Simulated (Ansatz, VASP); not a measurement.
# Pb: VASP beside Ansatz

File INCAR:

```
SYSTEM = Pb
PREC = Accurate
ENCUT = 520
EDIFF = 1E-7
ISMEAR = 0
SIGMA = 0.1
LREAL = .FALSE.
LASPH = .TRUE.
NELM = 60
ALGO = Fast
ISIF = 2
LWAVE = .FALSE.
LCHARG = .FALSE.
GGA = PE
NBANDS = 13
```

KPOINTS

```
Automatic mesh
0
G
  14 14 14
  0 0 0
```

Contents of POSCAR:

```
Pb
1.0
    0.0000000000      2.5459599014      2.5459599014
    2.5459599014      0.0000000000      2.5459599014
    2.5459599014      2.5459599014      0.0000000000
Pb
1
Direct
    0.0000000000      0.0000000000      0.0000000000
```

Input for Ansatz:

```yaml
crystal:
  lattice:
    - [0.0, 2.5459599014, 2.5459599014]
    - [2.5459599014, 0.0, 2.5459599014]
    - [2.5459599014, 2.5459599014, 0.0]
  atoms:
    - { symbol: Pb, position: [0.0, 0.0, 0.0] }
basis:
  ecutwfc: 420
kpoints:
  mp_grid: { grid: [14, 14, 14] }
hamiltonian:
  xc: pbe
scf:
  occupations: { method: gaussian, width: 0.1 }
output:
  forces: true
  stress: true
  eigenvalues: true
```

Alike in both runs: task single point; functional PBE; k mesh 14 × 14 × 14; occupations gaussian, width 0.1 eV; no spin polarisation.

|  | VASP | Ansatz |
| --- | --- | --- |
| version | VASP 6.6.1 | Ansatz 0.2.0 |
| potentials or method | VASP PAW PBE potentials, release 64 (Pb_d) | scalar-relativistic, plane waves, PAW |
| plane-wave cutoff (eV) | 520 | 420 |
| valence electrons in the cell | 14 | 14 |

VASP gave:

* gap on the k mesh at the Fermi level (eV): none
* pressure (GPa): -1.2

Q: What did Ansatz give for the same quantities?

A: gap on the k mesh at the Fermi level (eV): none; pressure (GPa): -1.1.

A gap of «none» marks a metal or a gap that the smearing closes.

Spin-orbit coupling is left out, which matters for the levels of Pb.
